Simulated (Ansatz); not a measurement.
**Tl: strain and displacement**

```yaml
crystal:
  lattice:
    - [3.45600, 0.00000, 0.00000]
    - [-1.72800, 2.99298, 0.00000]
    - [0.00000, 0.00000, 5.52500]
  atoms:
    - { symbol: Tl, position: [0.33333, 0.66667, 0.25000] }
    - { symbol: Tl, position: [0.66667, 0.33333, 0.75000] }
```

Atom numbers follow the list: Tl1, Tl2.

Structure: COD 9008519, as refined from experiment and not relaxed.

Spin–orbit coupling is left out, though it moves levels of the heavy atoms by tenths of an eV or more.

Theory: DFT, PBE, PAW with Ansatz's default frozen-core files, scalar-relativistic (Ansatz 0.2.0).

The runs use a Γ-centred 11×11×6 k mesh, Fermi–Dirac smearing of 0.05 eV, cutoff 420 eV, no spin polarisation.

The unchanged cell is at 3.20 GPa, so energy changes include a term −P ΔV where the volume moves.

In a metal, stresses and small energies carry noise from the k mesh.

x, y and z are the Cartesian axes of the cell as listed; fractional coordinates follow a strain, and an engineering shear is twice the off-diagonal strain component.

Question: One change gave: energy change +1.6 meV/atom; stress change (xx, yy, zz, yz, xz, xy) 0.10, 0.01, -0.03, -0.25, -0.20, -0.27 GPa, compression positive; change of the force on Tl1 (-0.028, -0.001, 0.004) eV/Å. Which change was it?
A. atom 2 (Tl) moved by (0.0354, 0.0354, 0.0000) Å
B. equal xy, yz and zx engineering shear strains of +4 %
C. equal xy, yz and zx engineering shear strains of +3 %

Answer: C. For equal xy, yz and zx engineering shear strains of +4 %: energy change +3.6 meV/atom; stress change (xx, yy, zz, yz, xz, xy) 0.10, 0.06, 0.04, -0.41, -0.38, -0.43 GPa, compression positive; change of the force on Tl1 (-0.034, -0.001, 0.007) eV/Å. For atom 2 (Tl) moved by (0.0354, 0.0354, 0.0000) Å: energy change +0.2 meV/atom; stress change (xx, yy, zz, yz, xz, xy) 0.12, -0.11, 0.00, 0.00, 0.00, 0.11 GPa, compression positive; change of the force on Tl2 (-0.012, -0.010, 0.000) eV/Å.
